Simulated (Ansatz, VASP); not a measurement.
# One calculation of MgS, two programs

The input INCAR:

```
SYSTEM = MgS
  PREC = Accurate
  ENCUT = 520
  EDIFF = 1E-6
  ISMEAR = -1
  SIGMA = 0.01
  LREAL = .FALSE.
  LASPH = .TRUE.
  NELM = 60
  ALGO = Normal
  ISIF = 2
  LWAVE = .FALSE.
  LCHARG = .TRUE.
  LELF = .TRUE.
  LVHAR = .TRUE.
  NBANDS = 11
```

The input KPOINTS:

```
Automatic mesh
0
G
  2 2 2
  0 0 0
```

Contents of POSCAR:

```
MgS
1.0
    0.0000000000      2.8331200000      2.8331200000
    2.8331200000      0.0000000000      2.8331200000
    2.8331200000      2.8331200000      0.0000000000
Mg S
1 1
Direct
    0.0000000000      0.0000000000      0.0000000000
    0.7500000000      0.7500000000      0.7500000000
```

Input for Ansatz:

```yaml
crystal:
  lattice:
    - [0.0, 2.83312, 2.83312]
    - [2.83312, 0.0, 2.83312]
    - [2.83312, 2.83312, 0.0]
  atoms:
    - { symbol: Mg, position: [0.0, 0.0, 0.0] }
    - { symbol: S, position: [0.75, 0.75, 0.75] }
basis:
  ecutwfc: 450.0
kpoints:
  mp_grid:
    grid: [2, 2, 2]
hamiltonian:
  xc: lda
scf:
  n_extra_bands: 4
  occupations:
    method: fermi_dirac
    width: 0.01
output:
  eigenvalues: true
```

The cell comes from a database or a generator and needn't be the stable form of this composition.

Alike in both runs: task single point; functional LDA; k mesh 2 × 2 × 2; occupations fermi-dirac, width 0.01 eV; no spin polarisation.

|  | VASP | Ansatz |
| --- | --- | --- |
| version | VASP 6.6.1 | Ansatz 0.2.0 |
| potentials or method | VASP PAW LDA potentials, release 64 (Mg, S) | plane waves, PAW |
| plane-wave cutoff (eV) | 520 | 450 |
| valence electrons in the cell | 8 | 16 |

Ansatz gave:

```
gap on the k mesh at the Fermi level (eV) : 3.00
```

**Question.** Estimate VASP's values.

**Answer.** gap on the k mesh at the Fermi level (eV): 3.01.

The two sets of potentials don't hold the same shells in valence.

Caveats: the k mesh is coarse (spacing up to 0.96 Å⁻¹), so the values aren't converged. A k mesh can miss the band edges. A hybrid or GW would open this gap; LDA tends to underestimate it.
